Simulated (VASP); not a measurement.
Level of theory: LDA (Ceperley-Alder, Perdew-Zunger), VASP's LDA PAW potentials (set 64) (plane waves; VASP).

A VASP calculation is set up with these files.

**KPOINTS**
```
Automatic mesh
0
Gamma
10 10 10
0 0 0
```

POSCAR:
```
Li2O
1
    0.0000000000     2.2695823863     2.2695823863
    2.2695823863     0.0000000000     2.2695823863
    2.2695823863     2.2695823863     0.0000000000
Li O
2 1
Direct
  0.2500000000   0.2500000000   0.2500000000
  0.7500000000   0.7500000000   0.7500000000
  0.0000000000   0.0000000000   0.0000000000
```

INCAR:
```
SIGMA  =  0.05   ! width (eV)
LWAVE  =  .FALSE.
ISIF  =  2
LASPH  =  .TRUE.   ! aspherical one-centre terms
ISMEAR  =  0
ALGO  =  Normal   ! blocked Davidson
EDIFF  =  1E-7   ! SCF stop (eV)
NELM  =  100   ! most electronic steps
LCHARG  =  .FALSE.
PREC  =  Accurate
ENCUT  =  520   ! plane-wave cut-off (eV)
SYSTEM  =  Li2O
LREAL  =  .FALSE.   ! projection in real space or not
```

POTCAR, in this order: Li_sv O (LDA.64 set). Program: vasp_std.

Output

**OUTCAR**
```
 ion  position               nearest neighbor table
   1  0.250  0.250  0.250-   3 1.97   3 1.97   3 1.97   3 1.97   2 2.27   2 2.27   2 2.27   2 2.27
                             2 2.27   2 2.27
   2  0.750  0.750  0.750-   3 1.97   3 1.97   3 1.97   3 1.97   1 2.27   1 2.27   1 2.27   1 2.27
                             1 2.27   1 2.27
   3  0.000  0.000  0.000-   1 1.97   2 1.97   2 1.97   2 1.97   2 1.97   1 1.97   1 1.97   1 1.97
  LATTYP: Found a face centered cubic cell.
 ALAT       =     4.5391647726
 Subroutine PRICEL returns:
 Original cell was already a primitive cell.
 Subroutine GETGRP returns: Found 48 space group operations
The static configuration has the point symmetry O_h .
The dynamic configuration has the point symmetry O_h .
 Subroutine INISYM returns: Found 48 space group operations
 Subroutine IBZKPT returns following result:
 Found     47 irreducible k-points:

 Following reciprocal coordinates:
            Coordinates               Weight
  0.000000  0.000000  0.000000      1.000000
  0.100000  0.000000  0.000000      8.000000
  0.200000  0.000000  0.000000      8.000000
  0.300000  0.000000  0.000000      8.000000
  0.400000  0.000000  0.000000      8.000000
  0.500000  0.000000  0.000000      4.000000
  0.100000  0.100000  0.000000      6.000000
  0.200000  0.100000  0.000000     24.000000
  0.300000  0.100000  0.000000     24.000000
  0.400000  0.100000  0.000000     24.000000
  0.500000  0.100000  0.000000     24.000000
 -0.400000  0.100000  0.000000     24.000000
 -0.300000  0.100000  0.000000     24.000000
 -0.200000  0.100000  0.000000     24.000000
 -0.100000  0.100000  0.000000     12.000000
  0.200000  0.200000  0.000000      6.000000
  0.300000  0.200000  0.000000     24.000000
  0.400000  0.200000  0.000000     24.000000
  0.500000  0.200000  0.000000     24.000000
 -0.400000  0.200000  0.000000     24.000000
 -0.300000  0.200000  0.000000     24.000000
...
```

File OSZICAR:
```
       N       E                     dE             d eps       ncg     rms          rms(c)
DAV:   1     0.412585034489E+02    0.41259E+02   -0.62022E+03   956   0.130E+03
DAV:   2    -0.121098878523E+02   -0.53368E+02   -0.50598E+02  1072   0.244E+02
DAV:   3    -0.173896477605E+02   -0.52798E+01   -0.52600E+01  1734   0.632E+01
DAV:   4    -0.174908929794E+02   -0.10125E+00   -0.10117E+00  1212   0.842E+00
DAV:   5    -0.174913952910E+02   -0.50231E-03   -0.50230E-03  1452   0.586E-01    0.727E+00
DAV:   6    -0.158265112977E+02    0.16649E+01   -0.91339E+00   948   0.193E+01    0.283E+00
DAV:   7    -0.157697143220E+02    0.56797E-01   -0.24320E-01  1062   0.420E+00    0.141E+00
DAV:   8    -0.157448240013E+02    0.24890E-01   -0.62017E-02  1098   0.279E+00    0.319E-01
DAV:   9    -0.157439699697E+02    0.85403E-03   -0.63533E-03  1288   0.762E-01    0.102E-01
DAV:  10    -0.157441036834E+02   -0.13371E-03   -0.30487E-04  1054   0.183E-01    0.584E-02
DAV:  11    -0.157440640099E+02    0.39674E-04   -0.61761E-05  1070   0.100E-01    0.945E-03
DAV:  12    -0.157440633040E+02    0.70594E-06   -0.31361E-06  1428   0.207E-02    0.848E-04
DAV:  13    -0.157440633011E+02    0.28659E-08   -0.33809E-07   956   0.557E-03
   1 F= -.15744063E+02 E0= -.15744063E+02  d E =-.129571E-24
```

### OUTCAR
```
------------------------ aborting loop because EDIFF is reached ----------------------------------------
  FORCE on cell =-STRESS in cart. coord.  units (eV):
  Direction    XX          YY          ZZ          XY          YZ          ZX
  --------------------------------------------------------------------------------------
  Total       -0.3855535     -0.3855535     -0.3855535      0.0000000      0.0000000      0.0000000
  in kB      -26.4196678    -26.4196678    -26.4196678      0.0000000      0.0000000      0.0000000
  external PRESSURE =     -26.4196678 kB  Pullay stress =       0.0000000 kB
  volume of cell :       23.38
      direct lattice vectors                 reciprocal lattice vectors
     0.000000000  2.269582386  2.269582386    -0.220304847  0.220304847  0.220304847
     2.269582386  0.000000000  2.269582386     0.220304847 -0.220304847  0.220304847
     2.269582386  2.269582386  0.000000000     0.220304847  0.220304847 -0.220304847
 POSITION                                       TOTAL-FORCE (eV/Angst)
 -----------------------------------------------------------------------------------
      1.13479      1.13479      1.13479        -0.000000     -0.000000      0.000000
      3.40437      3.40437      3.40437         0.000000      0.000000     -0.000000
      0.00000      0.00000      0.00000        -0.000000     -0.000000     -0.000000
 -----------------------------------------------------------------------------------
    total drift:                               -0.000000      0.000000      0.000000
  FREE ENERGIE OF THE ION-ELECTRON SYSTEM (eV)
  ---------------------------------------------------
  free  energy   TOTEN  =       -15.7440633011 eV

  energy  without entropy=      -15.7440633011  energy(sigma->0) =      -15.74406330
```
(Selected blocks of OUTCAR.)

The compound is Li2O in the antifluorite structure. This cell is one point of a volume scan, at 1.03 of the reference volume.
